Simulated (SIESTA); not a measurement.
Ge:

```xyz
2
Lattice="-2.5745 2.5745 1.3974 2.5745 -2.5745 1.3974 2.5745 2.5745 -1.3974" Properties=species:S:1:pos:R:3 pbc="T T T"
Ge    0.0000    0.0000    1.3974
Ge    2.5745    0.0000    0.6987
```

This isn't the form of Ge at room conditions, which is diamond.

```yaml
Program: SIESTA 5.4.2
Task: single point
Functional: PBE
Potentials_or_basis: PseudoDojo 0.4 standard (PBE files)
Basis: DZP (energy shift 0.003 Ry; two zetas on semicore shells)
Grid_cutoff: 800 Ry
Energy_shift: 0.003 Ry
k_mesh: 11 × 11 × 11
Occupations: fermi-dirac, width 0.05 eV
Spin: no spin polarisation
```

On this cell: pressure 4.8 GPa; largest force under 0.003 eV/Å; band gap on the k mesh none (metal or under the smearing width).

The same run follows on a disturbed copy (atoms moved at random, drawn with an rms of 0.05 Å):

```
Ge
1.0
    -2.57449    2.57449    1.39741
     2.57449   -2.57449    1.39741
     2.57449    2.57449   -1.39741
Ge
2
Direct
  0.47893 0.47435 0.99328
  0.24504 0.74252 0.50691
```

**Question.** What changes?

**Answer.** The energy (extrapolated to zero smearing) moves by +3.1 meV/atom; pressure 4.6 GPa; largest force 0.227 eV/Å; band gap on the k mesh none (metal or under the smearing width).

Forces on the atoms (eV/Å):
```
Ge   0.188  0.126  0.019
Ge  -0.188 -0.126 -0.019
```

Stress tensor (GPa, compression positive):
```
 4.90 -0.04  0.37
-0.04  4.17 -0.32
 0.37 -0.32  4.79
```

Caveats: the basis of atomic orbitals isn't converged, which shifts pressures, moduli and gaps.
